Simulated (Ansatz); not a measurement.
# Mo: how the settings move a single-point run

How sensitive is a single-point run of Mo to its settings? A reference run comes first, then one run with altered input.

The COD entry's cell or inner coordinates are ideal or old and differ from later refinements, so a difference from it is no clean test against experiment.

Program: Ansatz 0.2.0. Level of theory: reference: DFT, PBE, PAW with Ansatz's default frozen-core files, scalar-relativistic. These are calculated values, not measurements.

## (1) The structure to begin with

The structure is tetragonal, space group I4/mmm (No. 139). The conventional cell has a = 3.081 Å, b = 3.081 Å, c = 3.268 Å, α = 90.00°, β = 90.00°, γ = 90.00°. Around Mo (site symmetry 4/mmm) lie 12 Mo at 2.72 to 3.08 Å.

Structure file:

```
CELL_PARAMETERS angstrom
-1.54049 1.54049 1.63384
1.54049 -1.54049 1.63384
1.54049 1.54049 -1.63384
ATOMIC_POSITIONS crystal
Mo 0.00000 0.00000 0.00000
```

## (2) The reference run

The input, input.yaml:

```yaml
crystal:
  lattice:
    - [-1.5404922415, 1.5404922415, 1.63384]
    - [1.5404922415, -1.5404922415, 1.63384]
    - [1.5404922415, 1.5404922415, -1.63384]
  atoms:
    - { symbol: Mo, position: [0.0, 0.0, 0.0] }
kpoints:
  mp_grid: { grid: [16, 16, 16] }
scf:
  occupations: { method: fermi_dirac, width: 0.05 }
hamiltonian:
  xc: pbe
  pseudopotentials: { kind: paw }
output:
  forces: true
  stress: true
  eigenvalues: true
  efg: { contact_densities: true }
```

The run is started by

```bash
> ansatz run input.yaml --threads 1 --pin off --max-ram 2048MiB --backend cpu --events-out ev --progress --plain --runs-dir out
```

## (3) Changing settings: mixing.algorithm msr1, mixing.beta 0.7

input.yaml: that of step 2 with these lines changed.

```diff
@@ -11,2 +11,3 @@
   occupations: { method: fermi_dirac, width: 0.05 }
+  mixing: { algorithm: msr1, beta: 0.7 }
 hamiltonian:
```

What does the calculation give? Wanted: for each run, ending; energy change; pressure; gap; force.

**Answer**, as computed:

| run | ending | energy change | pressure (GPa) | gap (eV) | force (eV/Å) | cycles | time |
| --- | --- | --- | --- | --- | --- | --- | --- |
| reference | converged | 0 | 5.2 | 0.00 | 0.00 | 6 | 4.6 s |
| 1: mixing.algorithm msr1, mixing.beta 0.7 | converged | 0.0 meV/atom | 5.2 | 0.00 | 0.00 | 6 | 4.6 s |

Residual by cycle in the longest SCF loop of each run; runs are numbered as in the table. The quantity is the density residual dr2, in eV.

| cycle | reference | run 1 |
| --- | --- | --- |
| 1 | 5.5e-4 | 5.5e-4 |
| 2 | 8.1e-5 | 4.5e-5 |
| 3 | 6.5e-6 | 6.9e-6 |
| 4 | 1.4e-7 | 5.7e-8 |
| 5 | 5.8e-9 | 3.2e-9 |
| 6 | 7.7e-11 | 5.4e-12 |

**Reading.** Energy and cycle count are those of the reference, so the change (mixing) left the result and the number of cycles as they were.
